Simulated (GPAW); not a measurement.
Runs of GPAW 26.7.0 on HgTe (Coloradoite). It takes space group F-43m (No. 216, cubic). Conventional cell: a = 6.429 Å, b = 6.429 Å, c = 6.429 Å, α = 90.00°, β = 90.00°, γ = 90.00°. Hg (site symmetry -43m) is surrounded by 4 Te at 2.78 Å. Around Te (site symmetry -43m) lie 4 Hg at 2.78 Å. 

```csv
task,level,potentials or basis,spin,k mesh,cutoff (eV),maxiter,convergence,data set,band path,band points,other keys,mesh quality,gap on the mesh (eV),pressure (GPa)
single point,PBE,"GPAW PAW data sets (gpaw-data 1.2.1), pw",off,4 × 4 × 4,600,75,-,-,-,-,"several, not listed",coarse,none,5.0
single point,LDA,"the program's PAW data sets (release 1.2.1) made for this functional, other valence, pw",off,6 × 6 × 6,450,120,default,Te 16,-,-,-,not flagged,none,-0.2
single point,YS-PBE0,"GPAW PAW data sets (gpaw-data 1.2.1), pw",off,4 × 4 × 4,450,60,-,-,-,-,-,coarse,(b),-
band structure,PW91,"PAW data sets generated in the run's folder for this functional, pw","SOC, no magnetisation",6 × 6 × 6,600,150,-,-,"GXWKGLUWLK,UX",100,-,not flagged,-,4.4
one-shot levels on a semilocal density,PBE,"GPAW PAW data sets (gpaw-data 1.2.1), pw",off,5 × 5 × 5,500,150,-,-,-,-,-,coarse,none,(a)
band structure,mBEEF,"GPAW PAW data sets (gpaw-data 1.2.1), pw","SOC, no magnetisation",6 × 6 × 6,600,150,-,-,"GXWKGLUWLK,UX",80,-,not flagged,-,1.9
```

Alike in all rows: cell as given; smearing fermi-dirac 0.05 eV.

Task: Fill in the values left out.

Result: (a) 4.6; (b) 0.11.

Caveats: some runs use coarse meshes; the cutoff is short for stress and forces, so pressures can be off by a GPa or more (some runs); the PAW data sets were made with another functional, which shifts forces and pressure a little (some runs); spin-orbit coupling was added after a scalar SCF, so levels and gaps hold it while energy, forces, pressure and moments don't (some runs); this program's spin-orbit splittings come out too wide for heavy elements (some runs); exact exchange converges slowly with the k mesh, and this mesh is small (some runs); spin-orbit coupling is left out, which moves the levels of the heavy elements (some runs); one-shot exact exchange on a metal's smeared states is rough (some runs).

A k mesh can miss the band edges, and rows without SOC leave out spin-orbit coupling on Hg, Te.

A gap of «none» marks a metal or a gap under the smearing width.

The runs don't all hold the same shells in valence.
